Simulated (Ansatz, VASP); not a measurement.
# BN: VASP beside Ansatz

```
B N
1.0
     2.54192    0.00000    0.00000
    -1.27096    2.20136    0.00000
     0.00000    0.00000    7.31564
B N
2 2
Cartesian
  0.0000 1.4676 1.8289
  1.2710 0.7338 5.4867
  0.0000 1.4676 5.4867
  1.2710 0.7338 1.8289
```

Alike in both runs: task single point; functional PBEsol; k mesh 12 × 12 × 4; occupations gaussian, width 0.05 eV; no spin polarisation.

```csv
,VASP,Ansatz
version,VASP 6.6.1,Ansatz 0.2.0
potentials or method,"VASP PAW PBE potentials, release 64 (B, N)","scalar-relativistic, plane waves, PAW"
plane-wave cutoff (eV),520,520
valence electrons in the cell,16,16
```

```tsv
	VASP	Ansatz	Ansatz less VASP
gap on the k mesh at the Fermi level (eV)	4.25	4.26	+0.006
least direct gap on the mesh (eV)	4.49	4.50	+0.003
pressure (GPa)	-9.0	-9.4	-0.38
largest component of the traceless stress (GPa)	8.64	9.14	+0.500
```

Ansatz warned: «pseudo_functional_mismatch».

Caveats: the PAW data sets were made with another functional, which shifts forces and pressure a little (VASP); this functional lacks dispersion, which binds the layers, so the pressure and a relaxed spacing across them are unreliable. A k mesh can miss the band edges.
